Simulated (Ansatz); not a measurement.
**Lattice dynamics of (ZnS)3(MgS)1 [0001] superlattice, started as wurtzite**

The cell of (ZnS)3(MgS)1 [0001] superlattice, started as wurtzite is at rest. What are its phonons?

Calculated with Ansatz 0.2.0; DFT PBE, scalar-relativistic, plane waves, PAW.

The structure was built from a prototype and need not be the compound's stable phase.

**1. The structure**

Symmetry: P3m1, No. 156, trigonal system. Conventional cell: a = 3.891 Å, b = 3.891 Å, c = 12.756 Å, α = 90.00°, β = 90.00°, γ = 120.00°. Mg has 4 S at 2.41 to 2.48 Å nearest. S has 4 Zn at 2.36 to 2.37 Å nearest. Nearest to S lie 4 Zn at 2.36 to 2.37 Å. Nearest to S lie 1 Zn at 2.36 Å and 3 Mg at 2.41 Å. Nearest to S lie 3 Zn at 2.38 Å and 1 Mg at 2.48 Å. Nearest to Zn lie 4 S at 2.36 to 2.38 Å. Farther neighbours and most contacts between anions are not listed.

**2. Linear response at the zone centre**

The cell comes from relaxations at this level that are not shown. The zone centre is the only wavevector solved here; it holds the modes that light can see, as far as symmetry allows. The response to a homogeneous field gives the Born charges and the dielectric tensor, and its change with displacement the Raman tensors.

Contents of input.yaml:

```yaml
crystal:
  lattice:
    - [3.8907553186, 0.0, 0.0]
    - [-1.9453776593, 3.3694929458, 0.0]
    - [0.0, 0.0, 12.7558026858]
  atoms:
    - { symbol: Mg, position: [0.6666666667, 0.3333333333, 0.7496537288] }
    - { symbol: S, position: [0.3333333333, 0.6666666667, 0.190042022] }
    - { symbol: S, position: [0.6666666667, 0.3333333333, 0.4354736052] }
    - { symbol: S, position: [0.3333333333, 0.6666666667, 0.6804206358] }
    - { symbol: S, position: [0.6666666667, 0.3333333333, 0.9437444346] }
    - { symbol: Zn, position: [0.3333333333, 0.6666666667, 0.004872403] }
    - { symbol: Zn, position: [0.6666666667, 0.3333333333, 0.2501177634] }
    - { symbol: Zn, position: [0.3333333333, 0.6666666667, 0.4956754074] }
kpoints:
  mp_grid: { grid: [9, 9, 2] }
hamiltonian:
  xc: pbe
scf:
  occupations: { method: fixed }
output:
  eigenvalues: true
phonons:
  method: dfpt
  dielectric: true
  rigid_motions: translations
  raman: true
```

On the command line:

```
> ansatz run input.yaml --threads 8 --pin off --max-ram 14336MiB --backend cpu --events-out ev --progress --plain --runs-dir out
```

Planned after this: another isotope, element Mg, natural mass 24.305 amu; isotope substitution, element S, natural mass 32.06 amu; another isotope, element Zn, natural mass 65.38 amu. Settings of the main run: cutoff 420 eV, 9×9×2 k-mesh, fixed occupations.

What does the calculation give for the highest optical mode at the zone centre and top of the zone-centre spectrum with the field?

With one main axis (trigonal system), two principal values must be equal and the third, along that axis, is free. The structure is stable against zone-centre distortions, since no mode there is imaginary; runs at other wavevectors are not part of this account. Without the field, the optical modes at Γ span 52 to 374 cm⁻¹.

```
volume per atom                                         : 20.9 Å³
gap on the k-mesh                                       : 2.22 eV
highest optical mode at the zone centre (no LO-TO term) : 374 cm⁻¹
top of the zone-centre spectrum with the field          : 400 cm⁻¹
lowest optical zone-centre mode                         : 51.9 cm⁻¹
mean high-frequency dielectric constant                 : 5.38
mean static dielectric constant                         : 8.71
largest Born charge (third of the trace)                : -2.09 e
imaginary modes at Γ (the only wavevector solved)       : none
```

The dispersion is not part of this account. With the macroscopic field of the longitudinal modes the top of the zone-centre spectrum lies at 400 cm⁻¹, against 374 cm⁻¹ without it. Lattice motion raises the mean dielectric constant from 5.382 to 8.708. The strongest infrared line is at 274 cm⁻¹. Averaged over orientations, the strongest Raman line at 532 nm and 300 K is at 52 cm⁻¹, among the modes without the field; their longitudinal partners can be Raman active too. The tensors are the static, non-resonant ones, while 532 nm light (2.33 eV) lies above the computed gap. With the field response the log warns that the k mesh is coarse for the force constants too, so the frequencies may not be converged. The starting cell was built on a prototype and not taken from a measurement, so the phase need not exist. These are harmonic frequencies at zero temperature: anharmonic shifts, linewidths and thermal expansion are left out.

[Logs are printed without paths, hosts, clocks, repeated set-up lines and the standing remarks that a program may print on its own settings, such as how far it seeks lower states.]

[Hosts, paths, dates, database ids (printed as entryN), source tags and the programs' standing remarks are cut or masked in the printed files.]
